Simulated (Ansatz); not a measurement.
Crystal: Ir.

```
Ir
1.0
     0.00000    1.91560    1.91560
     1.91560    0.00000    1.91560
     1.91560    1.91560    0.00000
Ir
1
Direct
  0.00000 0.00000 0.00000
```

Base run:

| Property | Result |
| --- | --- |
| Program | Ansatz 0.2.0 |
| Functional | PBEsol |
| Potentials or basis | Ansatz PAW |
| Cutoff | 420 eV (not typed: the program's choice for these potentials) |
| k mesh | 12 × 12 × 12 |
| Occupations | fermi-dirac, width 0.05 eV |
| Spin | spin-orbit coupling, no magnetisation |

Its results: band gap on the k mesh none (metal or under the smearing width); pressure 0.0 GPa.

Q: The run is repeated on the same cell with these changes: spin from spin-orbit coupling, no magnetisation to no spin polarisation; potential files from those of the base run to others of the same set. What comes out?

A: Band gap on the k mesh none (metal or under the smearing width); pressure -0.7 GPa.

Caveats: the PAW data sets come from PBE, with cores solved anew for the run's functional, which leaves a small shift of forces and pressure; spin-orbit coupling is left out, which moves the levels of the heavy elements (some runs).
